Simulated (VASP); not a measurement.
# Te (P3_121) in VASP: relaxation of cell and atoms with PBE+D3(BJ)

Aim: the relaxation of cell and atoms of Te with PBE+D3(BJ).

All numbers are computed with VASP 6.6.1; they aren't measurements. Logs are shortened: lines on timing, memory, paths and dates and some standing lists are left out, and cuts for length are marked.

### 1 The crystal as given

Symmetry: P3_121, No. 152, trigonal system. Conventional cell: a = 4.454 Å, b = 4.454 Å, c = 5.924 Å, α = 90.00°, β = 90.00°, γ = 120.00°. Around Te (site symmetry 2) lie 2 Te at 2.86 Å.

### 2 Relaxation of cell and atoms, PBE+D3(BJ)

Input file INCAR:

```
SYSTEM = Te
PREC     = Accurate       ! precision mode
ENCUT    = 600            ! plane-wave cutoff, eV
EDIFF    = 1E-6           ! SCF threshold, eV
ISMEAR   = -1             ! smearing method
SIGMA    = 0.05           ! smearing width, eV
LREAL    = .False.        ! projectors in reciprocal space
LASPH    = .True.         ! aspherical terms in the spheres
NELM     = 60             ! most SCF steps
ALGO     = Fast           ! electronic algorithm
ISIF     = 3              ! what is computed and relaxed
LWAVE    = .False.        ! write WAVECAR
LCHARG   = .False.        ! write CHGCAR
GGA      = PE             ! functional
IVDW     = 12             ! dispersion correction
IBRION   = 2              ! ionic algorithm
NSW      = 60             ! ionic steps
EDIFFG   = -0.01          ! ionic threshold
```

Input file KPOINTS:

```
regular mesh
0
Gamma
  10 10 8
  0 0 0
```

Input file POSCAR:

```
Te
1.0
    4.4540000000      0.0000000000      0.0000000000
   -2.2270000000      3.8572771485      0.0000000000
    0.0000000000      0.0000000000      5.9240000000
Te
3
Direct
    0.2690000000      0.0000000000      0.3333333333
    0.0000000000      0.2690000000      0.6666666667
    0.7310000000      0.7310000000      0.0000000000
```

Potentials or basis: VASP PAW PBE potentials, release 64 (Te).

Command:

```
cat potpaw_PBE.64/Te/POTCAR > POTCAR
mpirun -np 1 vasp_std > vasp.out
```

OUTCAR:

```text
SYSTEM = Te
   PREC = Accurate
   ENCUT = 600
   EDIFF = 1E-6
   ISMEAR = -1
   LREAL = .False.
   LASPH = .True.
   NELM = 60
   ISIF = 3
   GGA = PE
   IVDW = 12
   IBRION = 2
   NSW = 60
   EDIFFG = -0.01
 IVDW          = 12

 ion  position               nearest neighbor table
   1  0.269  0.000  0.333-   3 2.86   2 2.86   3 3.47   3 3.47   2 3.47   2 3.47
   2  0.000  0.269  0.667-   3 2.86   1 2.86   3 3.47   3 3.47   1 3.47   1 3.47
   3  0.731  0.731  0.000-   1 2.86   2 2.86   1 3.47   2 3.47   2 3.47   1 3.47

  LATTYP: Found a hexagonal cell.
 ALAT       =     4.4540000000
 C/A-ratio  =     1.3300404131

  Lattice vectors:

 A1 = (   4.4540000000,   0.0000000000,   0.0000000000)
 A2 = (  -2.2270000000,   3.8572771485,   0.0000000000)
 A3 = (   0.0000000000,   0.0000000000,   5.9240000000)

Analysis of symmetry for initial positions (statically):
=====================================================================
 Subroutine PRICEL returns:
 Original cell was already a primitive cell.

 Routine SETGRP: Setting up the symmetry group for a
 hexagonal supercell.

 Subroutine GETGRP returns: Found  6 space group operations
 (whereof  2 operations were pure point group operations)
 out of a pool of 24 trial point group operations.

The static configuration has the point symmetry C_2 .
 The point group associated with its full space group is D_3 .

Analysis of symmetry for dynamics (positions and initial velocities):
=====================================================================
 Subroutine PRICEL returns:
 Original cell was already a primitive cell.

 Routine SETGRP: Setting up the symmetry group for a
 hexagonal supercell.

 Subroutine GETGRP returns: Found  6 space group operations
 (whereof  2 operations were pure point group operations)
 out of a pool of 24 trial point group operations.

The dynamic configuration has the point symmetry C_2 .
 The point group associated with its full space group is D_3 .

 Subroutine INISYM returns: Found  6 space group operations
 (whereof  2 operations are pure point group operations),
 and found     1 'primitive' translations

----------------------------------------------------------------------------------------

                                     Primitive cell

  volume of cell :     101.7762

  direct lattice vectors                    reciprocal lattice vectors
     4.454000000  0.000000000  0.000000000     0.224517288  0.129625117  0.000000000
    -2.227000000  3.857277149  0.000000000     0.000000000  0.259250233  0.000000000
     0.000000000  0.000000000  5.924000000     0.000000000  0.000000000  0.168804862

  length of vectors
     4.454000000  4.454000000  5.924000000     0.259250233  0.259250233  0.168804862

  position of ions in fractional coordinates (direct lattice)
     0.269000000  0.000000000  0.333333333
     0.000000000  0.269000000  0.666666667
     0.731000000  0.731000000  0.000000000

  ion indices of the primitive-cell ions
   primitive index   ion index
                 1           1
                 2           2
                 3           3

----------------------------------------------------------------------------------------

 KPOINTS: regular mesh

Automatic generation of k-mesh.
 Grid dimensions read from file:
 generate k-points for:   10   10    8

 Generating k-lattice:

  Cartesian coordinates                     Fractional coordinates (reciprocal lattice)
     0.022451729  0.012962512  0.000000000     0.100000000  0.000000000  0.000000000
     0.000000000  0.025925023  0.000000000     0.000000000  0.100000000  0.000000000
     0.000000000  0.000000000  0.021100608     0.000000000  0.000000000  0.125000000

  Length of vectors
     0.025925023  0.025925023  0.021100608

  Shift w.r.t. Gamma in fractional coordinates (k-lattice)
     0.000000000  0.000000000  0.000000000

 Subroutine IBZKPT returns following result:
 ===========================================

 Found     94 irreducible k-points:

 Following reciprocal coordinates:
            Coordinates               Weight
  0.000000  0.000000  0.000000      1.000000
  0.100000 -0.000000  0.000000      6.000000
  0.200000 -0.000000  0.000000      6.000000
  0.300000 -0.000000  0.000000      6.000000
  0.400000  0.000000  0.000000      6.000000
  0.500000 -0.000000  0.000000      3.000000
[... 16 lines left out ...]
  0.000000  0.400000  0.125000      6.000000
  0.500000 -0.000000  0.125000      6.000000
 [... further k-points ...]
   k-points           NKPTS =     94   k-points in BZ     NKDIM =     94   number of bands    NBANDS=     13
   number of dos      NEDOS =    301   number of ions     NIONS =      3
   total plane-waves  NPLWV =  62208
   dimension x,y,z NGX =    36 NGY =   36 NGZ =   48
   dimension x,y,z NGXF=    72 NGYF=   72 NGZF=   96
   ions per type =               3
   NGX,Y,Z   is equivalent  to a cutoff of  13.44, 13.44, 13.47 a.u.
   NGXF,Y,Z  is equivalent  to a cutoff of  26.87, 26.87, 26.94 a.u.
 SYSTEM =  Te
   PREC   = accura    normal or accurate (medium, high low for compatibility)
   ISTART =      0    job   : 0-new  1-cont  2-samecut
   ICHARG =      2    charge: 1-file 2-atom 10-const
   ISPIN  =      1    spin polarized calculation?
   LNONCOLLINEAR =      F non collinear calculations
   LSORBIT =      F    spin-orbit coupling
   LASPH  =      T    aspherical Exc in radial PAW
   ENCUT  =  600.0 eV  44.10 Ry    6.64 a.u.   8.90  8.90 11.83*2*pi/ulx,y,z
   NELM   =     60;   NELMIN=  2; NELMDL= -5     # of ELM steps
   EDIFF  = 0.1E-05   stopping-criterion for ELM
   LREAL  =      F    real-space projection
   EDIFFG = -.1E-01   stopping-criterion for IOM
   NSW    =     60    number of steps for IOM
   IBRION =      2    ionic relax: 0-MD 1-quasi-New 2-CG
   NFREE  =      1    steps in history (QN), initial steepest desc. (CG)
   ISIF   =      3    stress and relaxation
   ISYM   =      2    0-nonsym 1-usesym 2-fastsym
   POTIM  = 0.5000    time-step for ionic-motion
   TEBEG  =    0.0;   TEEND  =   0.0 temperature during run
   PSTRESS=    0.0 pullay stress
   NELECT =      18.0000    total number of electrons
   NUPDOWN=      -1.0000    fix difference up-down
   EMIN   =  10.00;   EMAX   =-10.00  energy-range for DOS
   EFERMI =   0.00;   METHOD = LEGACY
   ISMEAR =    -1;   SIGMA  =   0.05  broadening in eV -4-tet -1-fermi 0-gaus
   EFERMI_NEDOS =   21; number of points for ismear=-14 and -15
   IALGO  =     68    algorithm
   IMIX   =      4    mixing-type and parameters
     AMIX     =   0.40;   BMIX     =  1.00
     AMIX_MAG =   1.60;   BMIX_MAG =  1.00
  volume/ion in A,a.u.               =      33.93       228.94
  Fermi-wavevector in a.u.,A,eV,Ry     =   0.918933  1.736531 11.489263  0.844437
  Thomas-Fermi vector in A             =   2.044070
   LORBIT       =      0    0 simple, 1 ext, 2 COOP (PROOUT), +10 PAW based schemes
   GGA     = PE    functional components
   LHFCALC =     F    Hartree Fock is set to
   AEXX    =    0.0000 exact exchange contribution
   IVDW    =    12    specifies the selected vdW correction
   LEPSILON=     F    determine dielectric tensor
   LRPA    =     F    only Hartree local field effects (RPA)
 conjugate gradient relaxation of ions
 non-spin polarized calculation
 RMM-DIIS sequential band-by-band and
  energy-cutoff  :      600.00
  volume of cell :      101.78
 maximum number of plane-waves:      3417
   NGX = 17   NGY = 17   NGZ = 23

--------------------------------------- Ionic step        1  -------------------------------------------

 number of electron      17.9999999 magnetization

 Free energy of the ion-electron system (eV)
  ---------------------------------------------------
  ext. energy  EPLUGINS =         0.00000000
  ---------------------------------------------------
  free energy    TOTEN  =        -9.41826716 eV

  energy without entropy =       -9.41813883  energy(sigma->0) =       -9.41820299

------------------------ aborting loop because EDIFF is reached ----------------------------------------

 Edisp (eV)   -1.29099

 E8    (eV) :    -0.5927

  FORCE on cell =-STRESS in cart. coord.  units (eV):
  Direction    XX          YY          ZZ          XY          YZ          ZX
  --------------------------------------------------------------------------------------
  -------------------------------------------------------------------------------------
  Total      -0.56694    -0.56694    -0.25749     0.00000     0.00000    -0.00000
  in kB      -8.92490    -8.92490    -4.05345     0.00000     0.00000    -0.00000
  external pressure =       -7.30 kB  Pullay stress =        0.00 kB
[... 100 lines left out ...]
  FREE ENERGIE OF THE ION-ELECTRON SYSTEM (eV)
  ---------------------------------------------------
  free  energy   TOTEN  =       -10.7214090833 eV

  energy  without entropy=      -10.7212469116  energy(sigma->0) =      -10.72132800

[... ionic steps 4 to 11 ...]

--------------------------------------- Ionic step       12  -------------------------------------------

 number of electron      17.9999999 magnetization

------------------------ aborting loop because EDIFF is reached ----------------------------------------

 Edisp (eV)   -1.37123

 E8    (eV) :    -0.6299
[... 71 lines left out ...]
  energy  without entropy=      -10.7455375283  energy(sigma->0) =      -10.74582373

--------------------------------------- Ionic step       14  -------------------------------------------

 number of electron      17.9999999 magnetization

 Free energy of the ion-electron system (eV)
  ---------------------------------------------------
  ext. energy  EPLUGINS =         0.00000000
  ---------------------------------------------------
  free energy    TOTEN  =        -9.37482052 eV

  energy without entropy =       -9.37429683  energy(sigma->0) =       -9.37455868

 E-fermi :   6.7699     XC(G=0):  -9.3511

 val. band max:        6.5938405220   @ k =   0.3000   0.3000   0.5000
 cond. band min:       6.9404711809   @ k =   0.0000   0.0000   0.5000
 fundamental gap:      0.3466306589
 Fermi energy:         6.7699171086

 k-point     1 :       0.0000    0.0000    0.0000
  band No.  band energies     occupation
      1      -7.1960      2.00000
      2      -3.8207      2.00000
      3      -3.8207      2.00000
      4       3.7661      2.00000
      5       4.1149      2.00000
      6       4.1149      2.00000
      7       4.9210      2.00000
      8       4.9210      2.00000
      9       5.5429      2.00000
     10       7.6918      0.00000
     11       7.6918      0.00000
     12       8.3890      0.00000
     13      11.5636      0.00000
[... 353 lines left out ...]
 k-point    24 :       0.5000   -0.0000    0.1250
  band No.  band energies     occupation
      1      -5.7759      2.00000
      2      -4.7304      2.00000
      3      -3.5165      2.00000
      4       1.5578      2.00000
      5       1.7827      2.00000
      6       2.7573      2.00000
      7       3.3845      2.00000
      8       5.5164      2.00000
      9       5.6329      2.00000
     10       7.3804      0.00001
     11       7.8435      0.00000
     12       9.3845      0.00000
     13      10.0884      0.00000

 [... further k-points ...]

------------------------ aborting loop because EDIFF is reached ----------------------------------------

 Edisp (eV)   -1.37141

 E8    (eV) :    -0.6300

  FORCE on cell =-STRESS in cart. coord.  units (eV):
  Direction    XX          YY          ZZ          XY          YZ          ZX
  --------------------------------------------------------------------------------------
  -------------------------------------------------------------------------------------
  Total       0.00085     0.00085     0.02523     0.00000    -0.00000     0.00000
  in kB       0.01419     0.01419     0.42022     0.00000    -0.00000     0.00000
  external pressure =        0.15 kB  Pullay stress =        0.00 kB
[... 18 lines left out ...]
  FREE ENERGIE OF THE ION-ELECTRON SYSTEM (eV)
  ---------------------------------------------------
  free  energy   TOTEN  =       -10.7462282241 eV

  energy  without entropy=      -10.7457045334  energy(sigma->0) =      -10.74596638

 reached required accuracy - stopping structural energy minimisation
```

It took 16 min on 1 thread of Intel Xeon Platinum 8375C at 2.90GHz (Ice Lake), shared host; peak memory 0.35 GiB.

Results:

* Free energy: -10.7462 eV
* Relaxed volume: 32.07 Å³/atom
* Relaxed cell: a = 4.315 Å, b = 4.315 Å, c = 5.966 Å, α = 90.00°, β = 90.00°, γ = 120.00°
* Space group after relaxing (to 0.05 Å): P3_121 (No. 152)
* Energy gained by relaxing: 12.3 meV/atom
* Ionic steps: 14
* Pressure after relaxing: 0.0 GPa
* Largest force after relaxing: 0.007 eV/Å
* Band gap on the k mesh: 0.35 eV, indirect (least direct gap 0.45 eV)
* Dispersion energy per atom: -0.457 eV

Forces on the atoms (eV/Å):
```
Te   0.007  0.000  0.000
Te  -0.004  0.006  0.000
Te  -0.004 -0.006  0.000
```

The path:
| step | energy change (eV) | largest force (eV/Å) | pressure (GPa) | volume (Å³) |
| --- | --- | --- | --- | --- |
| 1 | 0.0000 | 0.1663 | -0.73 | 101.78 |
| 2 | -0.0106 | 0.2293 | 0.09 | 99.52 |
| 3 | -0.0121 | 0.2680 | 0.68 | 98.13 |
| 4 | -0.0183 | 0.2335 | 0.64 | 97.70 |
| 5 | -0.0308 | 0.1406 | 0.58 | 96.42 |
| 6 | -0.0301 | 0.0053 | 0.77 | 93.82 |
| 7 | -0.0346 | 0.0662 | 0.59 | 95.16 |
| 8 | -0.0366 | 0.0192 | -0.08 | 96.38 |
| 9 | -0.0366 | 0.0240 | -0.01 | 96.26 |
| 10 | -0.0366 | 0.0247 | 0.01 | 96.23 |
| 11 | -0.0367 | 0.0212 | 0.01 | 96.23 |
| 12 | -0.0369 | 0.0124 | 0.01 | 96.21 |
| 13 | -0.0369 | 0.0038 | 0.02 | 96.18 |
| 14 | -0.0370 | 0.0075 | 0.01 | 96.20 |

Final structure:
```
CELL_PARAMETERS angstrom
4.31490 0.00000 0.00000
-2.15745 3.73681 0.00000
0.00000 0.00000 5.96628
ATOMIC_POSITIONS crystal
Te 0.28519 0.00000 0.33333
Te 0.00000 0.28519 0.66667
Te 0.71481 0.71481 0.00000
```

Caveat: spin-orbit coupling is left out, which moves the levels of the heavy elements. A k mesh can miss the band edges.
